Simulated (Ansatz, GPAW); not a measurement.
**MnS: programs and potentials compared**

```
Mn S
1.0
     0.00000    2.60450    2.60450
     2.60450    0.00000    2.60450
     2.60450    2.60450    0.00000
Mn S
1 1
Direct
  0.00000 0.00000 0.00000
  0.50000 0.50000 0.50000
```

Alike in all runs: task band structure; functional revPBE; k mesh 9 × 9 × 9; occupations fermi-dirac, width 0.05 eV; collinear spin, ferromagnetic start; no spin-orbit coupling. The measured crystal is an antiferromagnetic insulator; the state found here is the runs' own. Pressure is positive in compression and, in plane waves, holds the error of the finite cutoff, which Ansatz's Pulay term estimates and takes out.

```csv
program and potentials,plane-wave cutoff (eV),notes,pressure (GPa),net moment per atom (μB)
"Ansatz, Ansatz PAW",420,"potentials made for PBE, which Ansatz adapts in part; Pulay term of +0.05 GPa included",-0.26,2.38
"Ansatz, all-electron LAPW, scalar-relativistic",-,-,?,?
"GPAW, the program's PAW data sets (release 1.2.1) made for this functional",600,-,-0.30,2.37
```

Task: Estimate from the other rows what the run with Ansatz, all-electron LAPW, scalar-relativistic gave.

Result: Pressure -0.23 GPa; net moment per atom 2.38 μB. The other rows, which needn't bracket it: pressure -0.30 to -0.26; net moment per atom 2.37 to 2.38.
